Q: If I take one sulfur atom in WS₂ and push it sideways within its layer, what sizes should I keep in my head?

A: A tenth of an ångström costs a few hundredths of an electronvolt, and half an ångström costs about one. Over that half ångström the pressure in a cell of fixed size rises by a few gigapascals. The spring that holds the atom has a stiffness near 9 eV/Å², or roughly 140 N/m. The table follows such a push, calculated with density functional theory.

One S atom in the six-atom cell of WS₂ (P6₃/mmc, a = 3.180, c = 12.500 Å, not relaxed) is moved towards a neighbouring S in its layer, all else fixed. Ansatz 0.2.0 ran scalar-relativistic PBEsol with PAW, no spin polarisation, 420 eV cutoff, 12×12×4 k mesh and 0.05 eV Gaussian smearing. Energies are relative to the undisturbed cell; pressure is positive in compression.

```
displacement (Å)  energy change (eV a cell)  force along direction (eV/Å summed over the moved atoms)  pressure (GPa)  gap on mesh (eV)
            -0.6                      1.472                                                     4.428           -3.58             0.340
            -0.3                      0.389                                                     2.557           -7.32             0.895
               0                      0.000                                                     0.000           -8.65             0.950
           0.075                      0.025                                                    -0.654           -8.56             0.934
            0.15                      0.098                                                    -1.303           -8.31             0.919
           0.225                      0.220                                                    -1.940           -7.90             0.906
           0.375                      0.602                                                    -3.139           -6.59             0.885
            0.45                      0.858                                                    -3.667           -5.72             0.852
           0.525                      1.150                                                    -4.112           -4.71             0.579
```

Q: The first row has the highest energy, and the numbers then fall and rise again. Is something irregular there?

A: Only the order of the rows makes it look so. The sulfur atom sits on three tungsten neighbours, like the tip of a tripod. A mirror plane runs vertically through the sulfur and one of these neighbours, at right angles to the push, so pushing forwards or backwards is the same thing. Read −0.6 and −0.3 Å as 0.6 and 0.3 Å, and they fall into place as the largest shift and a middle one.

The symmetry is exact, so it needs no test, but a curve can show how smoothly the rows join. I made one of a square and a fourth power of the displacement, fitted by least squares to the energies from 0 to 0.525 Å. It meets the row at −0.3 Å to within 0.001 eV. At −0.6 Å, beyond the fitted range, it is only 0.006 eV too high.

Q: Is it really a single atom that moves?

A: It is one atom in each cell, and every cell repeats the move. A whole sheet of sulfur atoms therefore slides rigidly while all other atoms stay put. The energies are costs per cell of that slide, not the barrier for one atom to hop, and a lone atom pushed among resting neighbours may feel a somewhat different spring. The height of the sheet is held as well. At −0.6 Å the forces push each shifted sulfur away from its tungsten plane with about 2.4 eV/Å, so letting it rise there would lower the energy.

Q: Which bonds resist the slide?

A: Those between the sulfur and its three tungsten neighbours. At −0.6 Å, the forces from the same calculation show that the tungsten atom in the same layer takes up 99 % of the recoil along the line of the push. One of the three bonds shrinks from 2.45 to 2.11 Å, another grows to 2.88 Å, and the third hardly changes.

Q: Then why is the energy so nearly a parabola? I thought that squeezing a bond was much harder than stretching it.

A: It is, but here both happen at once. Start from the limit of a tiny shift: one bond shortens by as much as another lengthens. The extra cost of squeezing, compared with an ideal spring, is then paid back by the reduced cost of stretching. What remains is the ordinary spring energy, which grows with the square of the shift. Doubling the shift from 0.15 to 0.3 Å accordingly raises the energy from 0.098 to 0.389 eV, almost exactly four times.

Q: If the two departures cancel, why does the pressure change at all?

A: Because pressure counts the forces in the bonds, and there the departures add up. Compared with an ideal spring, a squeezed bond pushes harder and a stretched bond pulls less. Both changes drive the cell outwards. The energy hides the unevenness of the bond, while the pressure displays it.

Q: But every pressure in the table is negative.

A: The crystal was not relaxed before the scan, and its tungsten–sulfur bonds are somewhat too long: even before the push, every sulfur is pulled towards its tungsten plane. The cell therefore starts under a tension of 8.65 GPa. Pushing the sulfur relieves part of that tension. Only the rise above the undisturbed row belongs to the push, and at −0.6 Å it amounts to 5.07 GPa.

Q: What would perfectly linear springs do?

A: That is the instructive limit. A sideways slide lengthens the three bonds on average, so linear springs would pull the cell inwards. With springs matched to the undisturbed crystal and its first small step, the pressure at −0.6 Å would fall by 3.3 GPa. The calculation gives a rise, so within this picture of three separate bonds the uneven response is essential.

Q: Can I estimate the rise by hand?

A: Yes, with a Morse bond, a simple model of a bond that is harder to squeeze than to stretch. Call its length d, its length at rest d₀ = 2.452 Å, and its tension T, positive when the bond pulls:

T(d) = A exp[−s(d − d₀)] − B exp[−2s(d − d₀)]

The range parameter s says how quickly the bond changes character with length. For many bonds between heavier atoms it is roughly 1 to 2 per Å, and I shall take 2.

The tension at rest comes from the undisturbed crystal, where each sulfur is pulled towards the tungsten plane with 1.30 eV/Å. I assign all of this to the three bonds, which is an approximation. The sulfur sits √(2.452² − 3.18²/3) = 1.63 Å from that plane, where 3.18 Å is the cell edge, so each bond carries

T₀ = 1.30 / (3 × 1.63/2.452) = 0.65 eV/Å

The stiffness k of one bond follows from the row at 0.075 Å, where force divided by displacement is 0.654/0.075 = 8.72 eV/Å². The shrinking and the growing bond together contribute 2 × (1.59/2.452)² = 0.84 of k, with 1.59 Å being half the cell edge. The tension already present supplies the rest:

k = [8.72 − (3 − 0.84) × 0.65/2.452] / 0.84 = 9.7 eV/Å²

Matching T₀ and k gives B = k/s + T₀ = 5.5 eV/Å and A = B + T₀ = 6.15 eV/Å.

Q: And how do three tensions become a pressure?

A: Shrink the cell evenly, and every bond shortens in proportion to its length. The energy released or spent is tension times shortening, so the pressure of the bonds is

P = −(sum of T × d) / (3V)

Here V = 6 × 18.25 = 109.5 Å³ is the cell volume. At −0.6 Å the bonds are 2.113, 2.524 and 2.878 Å long, and the Morse formula gives tensions of −9.2, 1.2 and 1.6 eV/Å. The squeezed bond now pushes far harder than the other two pull. Subtracting the undisturbed crystal leaves

sum of T × d = −9.2 × 2.113 + 1.2 × 2.524 + 1.6 × 2.878 = −11.8 eV
at rest: 3 × 0.65 × 2.452 = 4.8 eV
pressure rise = (11.8 + 4.8) / (3 × 109.5) = 0.051 eV/Å³ = 8.1 GPa

Q: That is well above 5.07 GPa.

A: It is about 60 % too high. Within this model, that means s = 2 per Å makes the bond too uneven. The lower end of the range, 1 per Å, gives 2.0 GPa, which is too low. In every displaced row the calculated rise lies between these two estimates. The row at −0.6 Å played no part in setting the bond, so the model earns its sign and its order of magnitude there, though not a precise value.

Q: Does the same model give the energy?

A: Less well than the near-parabola suggests. At −0.6 Å it gives 1.50 eV with s = 1 per Å and 1.68 eV with s = 2 per Å, while the calculation gives 1.47 eV. The lower s comes close, but it yields less than half of the pressure rise. Neither choice gets both quantities right.

What is missing is enough softening as the shift grows. In the calculation, force divided by displacement drops by 15 % between 0.075 and 0.6 Å. Three independent bonds ignore that electrons can gather in the short bond and leave the long one, which might ease the slide. That is a guess, since I have no electron densities to test it.

Q: I noticed that pressure and energy seem to rise together. Is there a simple rule?

A: There is. A least-squares line through the origin, using all nine rows, gives

pressure rise × cell volume = 2.35 × energy change

For small shifts some such rule has to hold, because symmetry forces both quantities to grow with the square of the displacement. That it lasts to 0.6 Å, where the energy has already fallen below its parabola, is a finding of the calculation, and I have no derivation for it.

Q: What does the 2.35 mean in practice?

A: Pressure tells how energy responds to a change of volume. If you squeeze this cell evenly by 1 % in volume and let the atomic pattern shrink with it, the same pattern of displacement costs 2.35 % more energy. The displacement itself has then shrunk by a third of a per cent, and its square by two thirds. For a fixed shift in ångströms, the sulfur spring therefore becomes about 3 % stiffer. The figure belongs to this stretched starting cell, and a relaxed one may give a somewhat different value.

Q: The gap behaves differently. It starts to fall at once and later plunges.

A: The start is the subtler part. A quantity that is the same for forward and backward pushes, and that varies smoothly, must begin flat, as the energy does. The gap instead loses 0.016 eV in the first 0.075 Å and 0.031 eV in twice that distance, which is nearly a straight line. Mirrored to the other side, this makes a peak with a kink at the undisturbed crystal.

Q: How can a smooth push make a kink?

A: By separating states that were equal. Suppose that several electronic states share the edge of the gap because symmetry makes them equivalent. The push raises some and lowers others, and a backward push swaps their roles. The gap is always set by whichever state reaches furthest into it, so it shrinks in both directions. Symmetry allows such a splitting here, but the data do not identify the states.

Q: And the plunge?

A: Up to 0.45 Å the gap shrinks on average by 0.22 eV per Å, and from there to 0.6 Å by 3.4 eV per Å. So sudden a change of slope would fit a different state, one that moves much faster with the push, taking over as the edge. Confirming it would need the band energies at each wave vector, which I do not have.

I would trust the broad shape of this column more than its values or the exact place of the plunge. PBEsol gives gaps that are too small, the mesh of wave vectors can miss the true band edges, and spin–orbit coupling, which strongly splits the valence band of WS₂ at the corners of the Brillouin zone, is left out.
